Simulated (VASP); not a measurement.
# FeSi (P2_13) in VASP: optical spectrum with PBE

Aim: the optical spectrum of FeSi with PBE.

Program: VASP 6.6.1. These are calculated values, not measurements. Logs are shortened: lines on timing, memory, paths and dates and some standing lists are left out, and cuts for length are marked.

## 1. The crystal as given

It takes space group P2_13 (No. 198, cubic). The conventional cell has a = 4.551 Å, b = 4.551 Å, c = 4.551 Å, α = 90.00°, β = 90.00°, γ = 90.00°. Around Fe (site symmetry 3) lie 7 Si at 2.32 to 2.55 Å. Around Si (site symmetry 3) lie 7 Fe at 2.32 to 2.55 Å.

## 2. Optical spectrum, PBE

Input file INCAR:

```
PREC     = Accurate       # precision mode
ENCUT    = 520            # plane-wave cutoff, eV
EDIFF    = 1E-6           # SCF threshold, eV
ISMEAR   = -1             # smearing method
SIGMA    = 0.01           # smearing width, eV
LREAL    = False          # projectors in reciprocal space
LASPH    = True           # aspherical terms in the spheres
NELM     = 150            # most SCF steps
ALGO     = Normal         # electronic algorithm
ISIF     = 2              # what is computed and relaxed
LWAVE    = False          # write WAVECAR
LCHARG   = False          # write CHGCAR
GGA      = PE             # functional
LOPTICS  = True           # frequency-dependent dielectric function
NBANDS   = 56             # bands
NEDOS    = 2000           # points of the DOS
CSHIFT   = 0.05
```

Input file KPOINTS:

```
regular mesh
0
Gamma
  10 10 10
```

Input file POSCAR:

```
FeSi
1.0
    4.5507000000      0.0000000000      0.0000000000
    0.0000000000      4.5507000000      0.0000000000
    0.0000000000      0.0000000000      4.5507000000
Fe Si
4 4
Direct
    0.1365200000      0.1365200000      0.1365200000
    0.3634800000      0.8634800000      0.6365200000
    0.6365200000      0.3634800000      0.8634800000
    0.8634800000      0.6365200000      0.3634800000
    0.8424000000      0.8424000000      0.8424000000
    0.6576000000      0.1576000000      0.3424000000
    0.3424000000      0.6576000000      0.1576000000
    0.1576000000      0.3424000000      0.6576000000
```

Potentials or basis: VASP PAW PBE potentials, release 64 (Fe, Si).

Run with:

```bash
$ cat potpaw_PBE.64/Fe/POTCAR potpaw_PBE.64/Si/POTCAR > POTCAR
$ mpirun -np 1 vasp_std > vasp.out
```

OUTCAR:

```text
PREC = Accurate
   ENCUT = 520
   EDIFF = 1E-6
   ISMEAR = -1
   LREAL = False
   LASPH = True
   NELM = 150
   ISIF = 2
   GGA = PE

 ion  position               nearest neighbor table
   1  0.137  0.137  0.137-   5 2.32   6 2.37   7 2.37   8 2.37   7 2.55   8 2.55   6 2.55   3 2.79
                             4 2.79   2 2.79   2 2.79   4 2.79   3 2.79
   2  0.363  0.863  0.637-   6 2.32   5 2.37   7 2.37   8 2.37   7 2.55   8 2.55   5 2.55   1 2.79
                             1 2.79   3 2.79   3 2.79   4 2.79   4 2.79
   3  0.637  0.363  0.863-   7 2.32   6 2.37   5 2.37   8 2.37   8 2.55   6 2.55   5 2.55   1 2.79
                             4 2.79   2 2.79   2 2.79   4 2.79   1 2.79
   4  0.863  0.637  0.363-   8 2.32   6 2.37   7 2.37   5 2.37   6 2.55   5 2.55   7 2.55   1 2.79
                             3 2.79   2 2.79   1 2.79   2 2.79   3 2.79
   5  0.842  0.842  0.842-   1 2.32   2 2.37   3 2.37   4 2.37   3 2.55   4 2.55   2 2.55   6 2.82
                             7 2.82   8 2.82   6 2.82   8 2.82   7 2.82
   6  0.658  0.158  0.342-   2 2.32   1 2.37   3 2.37   4 2.37   3 2.55   4 2.55   1 2.55   8 2.82
                             5 2.82   5 2.82   7 2.82   7 2.82   8 2.82
   7  0.342  0.658  0.158-   3 2.32   2 2.37   1 2.37   4 2.37   4 2.55   2 2.55   1 2.55   8 2.82
                             5 2.82   8 2.82   6 2.82   6 2.82   5 2.82
   8  0.158  0.342  0.658-   4 2.32   2 2.37   3 2.37   1 2.37   2 2.55   1 2.55   3 2.55   7 2.82
                             5 2.82   7 2.82   5 2.82   6 2.82   6 2.82

  LATTYP: Found a simple cubic cell.
 ALAT       =     4.5507000000

  Lattice vectors:

 A1 = (   4.5507000000,   0.0000000000,   0.0000000000)
 A2 = (   0.0000000000,   4.5507000000,   0.0000000000)
 A3 = (   0.0000000000,   0.0000000000,   4.5507000000)

Analysis of symmetry for initial positions (statically):
=====================================================================
 Subroutine PRICEL returns:
 Original cell was already a primitive cell.

 Routine SETGRP: Setting up the symmetry group for a
 simple cubic supercell.

 Subroutine GETGRP returns: Found 12 space group operations
 (whereof  3 operations were pure point group operations)
 out of a pool of 48 trial point group operations.

The static configuration has the point symmetry C_3 .
 The point group associated with its full space group is T   .

Analysis of symmetry for dynamics (positions and initial velocities):
=====================================================================
 Subroutine PRICEL returns:
 Original cell was already a primitive cell.

 Routine SETGRP: Setting up the symmetry group for a
 simple cubic supercell.

 Subroutine GETGRP returns: Found 12 space group operations
 (whereof  3 operations were pure point group operations)
 out of a pool of 48 trial point group operations.

The dynamic configuration has the point symmetry C_3 .
 The point group associated with its full space group is T   .

 Subroutine INISYM returns: Found 12 space group operations
 (whereof  3 operations are pure point group operations),
 and found     1 'primitive' translations

----------------------------------------------------------------------------------------

                                     Primitive cell

  volume of cell :      94.2399

  direct lattice vectors                    reciprocal lattice vectors
     4.550700000  0.000000000  0.000000000     0.219746413  0.000000000  0.000000000
     0.000000000  4.550700000  0.000000000     0.000000000  0.219746413  0.000000000
     0.000000000  0.000000000  4.550700000     0.000000000  0.000000000  0.219746413

  length of vectors
[... 129 lines left out ...]
 NGX is ok and might be reduce to    36
   NGX = 17   NGY = 17   NGZ = 17

 number of electron      47.9999995 magnetization

 Free energy of the ion-electron system (eV)
  ---------------------------------------------------
  ext. energy  EPLUGINS =         0.00000000
  ---------------------------------------------------
  free energy    TOTEN  =       -58.49189630 eV

  energy without entropy =      -58.49184134  energy(sigma->0) =      -58.49186882

 E-fermi :   8.9486     XC(G=0): -12.4635

 val. band max:        8.8871169571   @ k =   0.3000   0.1000   0.1000
 cond. band min:       9.0125824227   @ k =  -0.2000   0.3000   0.0000
 fundamental gap:      0.1254654656
 Fermi energy:         8.9486162315

 k-point     1 :       0.0000    0.0000    0.0000
  band No.  band energies     occupation
      1      -3.8569      2.00000
      2       1.2617      2.00000
      3       1.2617      2.00000
      4       1.2617      2.00000
      5       4.0944      2.00000
      6       4.0944      2.00000
[... 925 lines left out ...]
     35      13.5610      0.00000
     36      14.7484      0.00000

 [... further k-points ...]

 [bands above 36 left out]

------------------------ aborting loop because EDIFF is reached ----------------------------------------

  FORCE on cell =-STRESS in cart. coord.  units (eV):
  Direction    XX          YY          ZZ          XY          YZ          ZX
  --------------------------------------------------------------------------------------
  -------------------------------------------------------------------------------------
  Total       -8.0336100     -8.0336100     -8.0336100     -0.0000000     -0.0000000      0.0000000
  in kB     -136.5798737   -136.5798737   -136.5798737     -0.0000000     -0.0000000      0.0000000
  external PRESSURE =    -136.5798737 kB  Pullay stress =       0.0000000 kB

 VOLUME and BASIS-vectors are now :
 -----------------------------------------------------------------------------
  energy-cutoff  :      520.00
  volume of cell :       94.24
      direct lattice vectors                 reciprocal lattice vectors
     4.550700000  0.000000000  0.000000000     0.219746413  0.000000000  0.000000000
     0.000000000  4.550700000  0.000000000     0.000000000  0.219746413  0.000000000
     0.000000000  0.000000000  4.550700000     0.000000000  0.000000000  0.219746413

 POSITION                                       TOTAL-FORCE (eV/Angst)
 -----------------------------------------------------------------------------------
      0.62126      0.62126      0.62126        -0.136431     -0.136431     -0.136431
      1.65409      3.92944      2.89661         0.136431      0.136431     -0.136431
      2.89661      1.65409      3.92944        -0.136431      0.136431      0.136431
      3.92944      2.89661      1.65409         0.136431     -0.136431      0.136431
      3.83351      3.83351      3.83351        -0.163108     -0.163108     -0.163108
      2.99254      0.71719      1.55816         0.163108      0.163108     -0.163108
      1.55816      2.99254      0.71719        -0.163108      0.163108      0.163108
      0.71719      1.55816      2.99254         0.163108     -0.163108      0.163108
 -----------------------------------------------------------------------------------
    total drift:                               -0.000001     -0.000001      0.000000

  FREE ENERGIE OF THE ION-ELECTRON SYSTEM (eV)
  ---------------------------------------------------
  free  energy   TOTEN  =       -58.4918963049 eV

  energy  without entropy=      -58.4918413363  energy(sigma->0) =      -58.49186882

 electrical conductivity sigma (Mega S m-1) (frequency dependency in vasprun.xml)
  --------------------------------------------------------------------------------------
         NaN         NaN         NaN
         NaN         NaN         NaN
         NaN         NaN         NaN

  frequency dependent IMAGINARY DIELECTRIC FUNCTION (independent particle, no local field effects) density-density
     E(ev)      X         Y         Z        XY        YZ        ZX
  --------------------------------------------------------------------------------------------------------------
     0.00000     0.00000     0.00000     0.00000     0.00000     0.00000     0.00000
     0.38116    28.47321    28.47321    28.47321     0.00000     0.00000     0.00000
     0.76232    29.56674    29.56674    29.56674     0.00000     0.00000     0.00000
     1.14348    18.87279    18.87279    18.87279     0.00000     0.00000     0.00000
     1.52464    22.91025    22.91025    22.91025     0.00000     0.00000     0.00000
     1.90580    20.62233    20.62233    20.62233    -0.00000    -0.00000     0.00000
[... 92 lines left out ...]
    37.35370     0.00093     0.00093     0.00093     0.00000     0.00000     0.00000
    37.73486     0.00090     0.00090     0.00090     0.00000     0.00000     0.00000

  frequency dependent      REAL DIELECTRIC FUNCTION (independent particle, no local field effects) density-density
     E(ev)        X           Y           Z          XY          YZ          ZX
  --------------------------------------------------------------------------------------------------------------
     0.00000    98.41131    98.41131    98.41131     0.00000     0.00000     0.00000
     0.38116    28.45893    28.45893    28.45893     0.00000    -0.00000    -0.00000
     0.76232    22.72803    22.72803    22.72803    -0.00000     0.00000    -0.00000
     1.14348    14.97012    14.97012    14.97012     0.00000     0.00000    -0.00000
     1.52464    15.73959    15.73959    15.73959     0.00000    -0.00000    -0.00000
     1.90580    12.20456    12.20456    12.20456     0.00000     0.00000    -0.00000
[... 92 lines left out ...]
    37.35370     0.67437     0.67437     0.67437    -0.00000     0.00000     0.00000
    37.73486     0.68132     0.68132     0.68132    -0.00000     0.00000     0.00000

  frequency dependent IMAGINARY DIELECTRIC FUNCTION (independent particle, no local field effects) current-current
     E(ev)      X         Y         Z        XY        YZ        ZX
  --------------------------------------------------------------------------------------------------------------
     0.00000   508.54334   508.54334   508.54334    -0.00000     0.00000    -0.00000
     0.38116    35.11474    35.11474    35.11474     0.00000     0.00000    -0.00000
     0.76232    32.27442    32.27442    32.27442     0.00000    -0.00000    -0.00000
     1.14348    20.04817    20.04817    20.04817    -0.00000     0.00000    -0.00000
     1.52464    23.86319    23.86319    23.86319    -0.00000     0.00000    -0.00000
     1.90580    21.20954    21.20954    21.20954    -0.00000     0.00000    -0.00000
[... 92 lines left out ...]
    37.35370     0.00006     0.00006     0.00006    -0.00000    -0.00000     0.00000
    37.73486     0.00005     0.00005     0.00005    -0.00000    -0.00000     0.00000

  frequency dependent      REAL DIELECTRIC FUNCTION (independent particle, no local field effects) current-current
     E(ev)        X           Y           Z          XY          YZ          ZX
  --------------------------------------------------------------------------------------------------------------
     0.00000    78.70746    78.70746    78.70746    -0.00000    -0.00000     0.00000
     0.38116    22.12917    22.12917    22.12917     0.00000    -0.00000     0.00000
     0.76232    19.08298    19.08298    19.08298     0.00000    -0.00000    -0.00000
     1.14348    13.47447    13.47447    13.47447    -0.00000     0.00000     0.00000
     1.52464    14.29802    14.29802    14.29802    -0.00000    -0.00000    -0.00000
     1.90580    11.17002    11.17002    11.17002     0.00000    -0.00000    -0.00000
[... 92 lines left out ...]
    37.35370     0.67452     0.67452     0.67452     0.00000    -0.00000     0.00000
    37.73486     0.68147     0.68147     0.68147     0.00000    -0.00000     0.00000
```

Run time: 3.8 min. Hardware: 1 thread of AMD EPYC 9R45 (Zen 5), shared host; peak memory 0.71 GiB.

What came out:

- Free energy: -58.4919 eV
- Pressure: -13.7 GPa
- Largest force: 0.283 eV/Å
- Band gap on the k mesh: 0.13 eV, indirect (least direct gap 0.15 eV)

Forces in eV/Å, atoms in the order of the input:
```
Fe  -0.136 -0.136 -0.136
Fe   0.136  0.136 -0.136
Fe  -0.136  0.136  0.136
Fe   0.136 -0.136  0.136
Si  -0.163 -0.163 -0.163
Si   0.163  0.163 -0.163
Si  -0.163  0.163  0.163
Si   0.163 -0.163  0.163
```

Levels at points of the mesh, in eV from the valence-band top:
```tsv
k point	band 20	band 21	band 22	band 23	band 24	band 25	band 26	band 27	band 28	band 29
(0.00, 0.00, 0.00)	-0.26	-0.26	-0.26	-0.04	-0.04	0.56	0.56	0.56	2.67	2.67
(0.50, 0.00, 0.00)	-1.13	-0.34	-0.34	-0.02	-0.02	0.15	0.15	1.55	1.55	1.93
(0.50, 0.50, 0.00)	-1.15	-0.93	-0.93	-0.32	-0.32	0.56	0.56	1.14	1.14	2.38
(0.50, 0.50, 0.50)	-0.65	-0.62	-0.62	-0.62	-0.62	0.43	0.43	0.43	0.43	5.16
```

Dielectric function (mean over the directions given):
```tsv
energy (eV)	real part	imaginary part
0.29	26.91	41.29
0.95	19.14	25.78
1.62	11.25	21.51
2.29	5.64	15.99
2.95	7.52	9.36
3.62	7.55	12.46
4.29	8.32	14.09
4.96	4.34	15.16
5.62	2.95	16.81
6.29	-4.69	16.66
7.05	-6.44	10.87
7.72	-6.01	7.49
8.39	-4.89	5.85
9.05	-4.77	4.09
9.72	-3.79	3.41
10.39	-3.32	2.76
11.05	-2.77	2.46
11.72	-2.52	2.34
12.39	-2.60	1.82
13.05	-2.39	1.50
13.82	-1.82	1.08
14.48	-1.72	0.91
15.15	-1.39	0.80
15.82	-1.24	0.64
16.49	-1.02	0.64
17.15	-0.94	0.52
17.82	-0.92	0.39
18.49	-0.75	0.26
19.15	-0.59	0.17
19.92	-0.44	0.11
```

Caveat: independent-particle spectra lack excitons. Spin polarisation is off, so any magnetic state and its effect on volume and gap are missing.
